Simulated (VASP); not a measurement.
**H4C19: single point with PBE+D3(BJ)**

Slab: H4C19, a slab with vacuum.

```
C H
1.0
     7.39800    0.00000    0.00000
    -3.69900    6.40686    0.00000
     0.00000    0.00000   11.00000
C H
19 4
Cartesian
  0.0008 0.0461 0.7564
  1.2497 0.7403 0.7640
  -1.2049 2.1558 0.7195
  0.0032 2.8573 0.7457
  -2.4657 4.3752 0.7240
  -1.2429 5.0077 0.7695
  2.4916 0.0284 0.7521
  3.7129 0.7391 0.6326
  1.2620 2.2182 0.7534
  2.5021 2.8570 0.5771
  0.0259 4.2685 0.7427
  1.2506 4.9624 0.6397
  4.9436 0.0187 0.6249
  6.1342 0.7385 0.7524
  3.7246 2.1293 0.6184
  4.9185 2.8608 0.7142
  2.5400 4.3050 0.6507
  3.7170 5.0567 0.7600
  -1.9305 4.4925 4.3514
  -2.4087 4.8131 3.4071
  -2.5019 3.6564 4.6523
  -0.9861 4.0911 4.0054
  -1.8151 5.2522 5.0547
```

The cell was built by a generator and needn't be a form met in nature.

| Property | Result |
| --- | --- |
| Program | VASP 6.6.1 |
| Task | single point |
| Functional | PBE |
| Dispersion | D3(BJ) |
| Potentials or basis | VASP PAW PBE potentials, release 64 (C, H) |
| Cutoff | 520 eV |
| k mesh | 2 × 2 × 1 |
| Occupations | fermi-dirac, width 0.02 eV |
| Spin | no spin polarisation |

```json
{
  "Largest force": "3.717 eV/Å",
  "Band gap on the k mesh": "0.04 eV, direct",
  "Dispersion energy per atom": "-0.077 eV"
}
```

Forces in eV/Å, atoms in the order of the input:
```
C    0.445  1.075  0.448
C   -0.327  0.932  0.113
C   -2.234  0.390  0.531
C    0.794  0.753  0.182
C    0.369 -3.674  0.427
C    1.865  0.419 -0.286
C   -0.631  0.216 -0.462
C    0.103 -1.630  0.301
C    0.214 -2.617 -0.971
C   -0.355  1.392  1.277
C   -0.945  0.937 -0.475
C    0.545  1.102  0.446
C   -0.442 -0.639  0.637
C    1.501 -0.213 -0.845
C    0.073  1.428  0.103
C    1.460  1.477 -0.565
C   -2.116 -0.739 -0.146
C   -0.310 -0.610 -0.753
C    0.048 -0.774 -2.731
H   -0.020  0.446  0.414
H   -0.812 -0.950  0.933
H    0.693 -0.030  0.151
H    0.080  1.309  1.269
```

Levels at points of the mesh, in eV from the valence-band top:
```csv
k point,band 37,band 38,band 39,band 40,band 41,band 42,band 43,band 44
"(0.00, 0.00, 0.00)",-3.19,-2.65,-0.20,0.00,0.04,0.34,3.00,4.37
"(0.50, 0.00, 0.00)",-2.66,-2.56,-2.48,-2.09,1.44,2.46,2.54,2.61
"(0.00, 0.50, 0.00)",-2.65,-2.51,-2.44,-2.35,1.86,2.35,2.40,2.62
"(0.50, 0.50, 0.00)",-2.62,-2.53,-2.39,-2.33,1.80,2.26,2.44,2.66
```

Run time: 2.7 min on 1 thread of Intel(R) Xeon(R) Platinum 8488C (Sapphire Rapids) (shared host), peak memory 0.58 GiB.

Caveat: the k mesh is coarse (spacing up to 0.49 Å⁻¹), so the values aren't converged. PBE gaps usually lie below the measured ones, often by a third to a half.
